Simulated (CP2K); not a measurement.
CuO:

```
Cu O
1.0
     2.98818    0.00000    0.00000
     1.13460    2.57764    0.00000
     1.49075    0.90810    5.20816
Cu O
2 2
Cartesian
  2.6890 1.8087 2.5281
  4.0662 2.5633 0.1269
  4.3426 2.5910 3.8503
  1.4453 0.8432 1.3070
```

The cell comes from a database or a generator and needn't be the stable form of this composition.

The cell isn't the ideal one: all atoms moved at random.

Base run:

- Program: CP2K 2026.2
- Functional: PBE
- Potentials or basis: POTENTIAL_UZH Cu GTH-PBE-q11, O GTH-PBE-q6; ccGRB-D basis
- Density cutoff: 9524 eV
- k mesh: 10 × 10 × 5
- Occupations: fermi-dirac, width 0.05 eV
- Spin: no spin polarisation

Its results: band gap on the k mesh none (metal or under the smearing width); pressure 0.9 GPa; largest force 1.986 eV/Å.

**Question.** The run is repeated on the same cell with these changes: potentials or basis from POTENTIAL_UZH Cu GTH-PBE-q11, O GTH-PBE-q6; ccGRB-D basis to POTENTIAL_UZH Cu GTH-PBE-q11, O GTH-PBE-q6; TZVP-MOLOPT-PBE-GTH basis; basis sets from Cu ccGRB-D-q11, O ccGRB-D-q6 to Cu TZVP-MOLOPT-PBE-GTH-q11, O TZVP-MOLOPT-PBE-GTH-q6. What comes out?

**Answer.** Band gap on the k mesh none (metal or under the smearing width); pressure -1.4 GPa; largest force 1.787 eV/Å.

Caveats: the basis of atomic orbitals isn't converged, which shifts pressures, moduli and gaps; the run has no spin polarisation, though such a crystal can be magnetic; semilocal functionals often make such compounds metallic where correlation or magnetic order opens a gap, which also shifts bond lengths; forces of over 1 eV/Å show positions far from the minimum, so gaps and moduli don't describe the material at rest.
